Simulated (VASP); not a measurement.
# HgTe in VASP: how settings move the PBE single point

The PBE single point of HgTe (zincblende), under -1.0 % equal strain in all directions is repeated with altered inputs. Which of them can be trusted?

The runs shown are made with VASP 6.6.1. PAW datasets, plane waves. Spin-unpolarised throughout; all numbers are computed.

### 1 The structure to begin with

The cell comes from an earlier relaxation with r2SCAN in another program.

It is cubic, F-43m (No. 216); conventional cell a = 6.513 Å, 34.53 Å³ an atom. Hg has 4 Te at 2.82 Å; Te has 4 Hg at 2.82 Å.

As a file:

```cif
data_structure
_symmetry_space_group_name_H-M 'P 1'
_symmetry_Int_Tables_number 1
_cell_length_a 4.6051
_cell_length_b 4.6051
_cell_length_c 4.6051
_cell_angle_alpha 60.000
_cell_angle_beta 60.000
_cell_angle_gamma 60.000
_cell_volume 69.05
loop_
_atom_site_label
_atom_site_type_symbol
_atom_site_fract_x
_atom_site_fract_y
_atom_site_fract_z
_atom_site_occupancy
Hg1 Hg 0.00000 0.00000 0.00000 1
Te1 Te 0.25000 0.25000 0.25000 1
```

### 2 The reference run

The input, INCAR:

```
ENCUT = 520.000000
SIGMA = 0.020000
EDIFF = 1.00e-07
GGA = PE
PREC = Accurate
IBRION = -1
ISIF = 2
ISMEAR = -1
NBANDS = 16
NELM = 120
NSW = 0
LASPH = .TRUE.
LCHARG = .FALSE.
LWAVE = .FALSE.
LREAL = .FALSE.
```

The input, KPOINTS:

```
KPOINTS created by Atomic Simulation Environment
0
Gamma
6 6 6
0 0 0
```

The input, POSCAR:

```
Hg Te
 1.0000000000000000
     0.0000000000000000    3.2562663073999998    3.2562663073999998
     3.2562663073999998    0.0000000000000000    3.2562663073999998
     3.2562663073999998    3.2562663073999998    0.0000000000000000
 Hg  Te
   1   1
Cartesian
  0.0000000000000000  0.0000000000000000  0.0000000000000000
  1.6281331536999999  1.6281331536999999  1.6281331536999999
```

A file KPOINTS_OPT adds named points for the levels; it doesn't enter the self-consistent loop.

Potentials: the recommended PBE PAW datasets, 18 valence electrons.

On the command line:

```
$ mpirun -np 1 vasp_std
```

### 3 Try 1

Edit INCAR of step 2 so:

```diff
@@ -9,3 +9,2 @@
 NBANDS = 16
-NELM = 120
 NSW = 0
@@ -15 +14,3 @@
 LREAL = .FALSE.
+IVDW = 10
+NELM = 92
```

KPOINTS is that of step 2.

POSCAR is that of step 2.

### 4 Try 2

The input, INCAR:

```
ENCUT = 520.000000
SIGMA = 0.020000
EDIFF = 1.00e-07
PREC = Accurate
IBRION = -1
ISIF = 2
ISMEAR = -1
NBANDS = 16
NSW = 0
LASPH = .TRUE.
LCHARG = .FALSE.
LWAVE = .FALSE.
LREAL = .FALSE.
ALGO = Normal
GGA = RE
NELM = 85
```

KPOINTS is that of step 2.

POSCAR is that of step 2.

### 5 Try 3

The input, INCAR:

```
ENCUT = 520.000000
EDIFF = 1.00e-07
GGA = PE
PREC = Accurate
IBRION = -1
ISIF = 2
NSW = 0
LASPH = .TRUE.
LCHARG = .FALSE.
LWAVE = .FALSE.
LREAL = .FALSE.
ISMEAR = -4
SIGMA = 0.2
NBANDS = 33
NELM = 100
```

KPOINTS is that of step 2.

POSCAR is that of step 2.

### 6 Try 4

Edit INCAR of step 2 so:

```diff
@@ -9,3 +9,2 @@
 NBANDS = 16
-NELM = 120
 NSW = 0
@@ -15 +14,3 @@
 LREAL = .FALSE.
+NELM = 89
+ALGO = None
```

KPOINTS is that of step 2.

POSCAR is that of step 2.

What does the calculation give? Wanted: for each run, changed; ending; energy change; pressure; electronic steps; usable.

**Answer**, as computed:

| run | changed | ending | energy change (meV/atom) | pressure (GPa) | gap on the mesh (eV; negative: overlap) | electronic steps | time | usable |
| --- | --- | --- | --- | --- | --- | --- | --- | --- |
| ref. | – | converged | 0 | 2.7 | 0.00 | 15 | 23 s | yes |
| 1 | IVDW = 10, NELM = 92 | converged | – | -0.6 | 0.00 | 15 | 21 s | yes |
| 2 | ALGO = Normal, GGA = RE, NELM = 85 | converged | – | 3.9 | 0.00 | 17 | 22 s | yes |
| 3 | ISMEAR = -4, SIGMA = 0.2, NBANDS = 33, NELM = 100 | converged | 0.1 | 2.7 | 0.00 | 14 | 33 s | yes |
| 4 | a fault in the INCAR, as the diff shows | converged | 345866.5 | 1079.6 | -44.66 | – | 5.5 s | no |

**Reading.** Of 4 altered inputs, 1 ended normally on a faulty or unsound input, 3 gave usable results. «ISMEAR = -4, SIGMA = 0.2, NBANDS = 33, NELM = 100» moves the energy by 0.1 meV/atom.
